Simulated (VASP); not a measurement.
Wanted: the native input for a VASP 6.6.1 run.

* Task: dielectric tensor
* Functional: PBEsol
* Potentials or basis: VASP PAW PBE potentials, release 64 (Zn, S)
* Cutoff: 600 eV
* k mesh: 14 × 14 × 14
* Occupations: gaussian, width 0.03 eV
* Spin: no spin polarisation
* Monkhorst-Pack mesh: yes
* Further INCAR settings: ALGO = Normal; EDIFF = 1e-08

The structure of ZnS lies in POSCAR:

```
ZnS                                     
1.0
    0.0000000000      2.6803314388      2.6803314388
    2.6803314388      0.0000000000      2.6803314388
    2.6803314388      2.6803314388      0.0000000000
  Zn              S             
     1     1
Direct
     0.2500000000000000    0.2500000000000000    0.2500000000000000
     0.0000000000000000    0.0000000000000000    0.0000000000000000
```

One way to write it, as run:

INCAR

```
PREC = Accurate
ENCUT = 600
EDIFF = 1E-8
ISMEAR = 0
SIGMA = 0.03
LREAL = F
LASPH = T
NELM = 80
ALGO = Normal
ISIF = 2
LWAVE = F
LCHARG = F
GGA = PS
LEPSILON = T
```

KPOINTS

```
Automatic mesh
0
Monkhorst-Pack
  14 14 14
```

Potentials or basis: VASP PAW PBE potentials, release 64 (Zn, S).

Command:

```sh
$ cat potpaw_PBE.64/Zn/POTCAR potpaw_PBE.64/S/POTCAR > POTCAR
$ mpirun -np 1 vasp_std > vasp.out
```

It gave:

```yaml
Electronic_dielectric_tensor_diagonal: 6.06
Born_charges_mean_of_the_diagonal: Zn +1.96; S -1.96 e
```

Run time: 40 min on 1 thread of AMD EPYC 9R14 (Zen 4), on a shared host, peak memory 1.9 GiB.
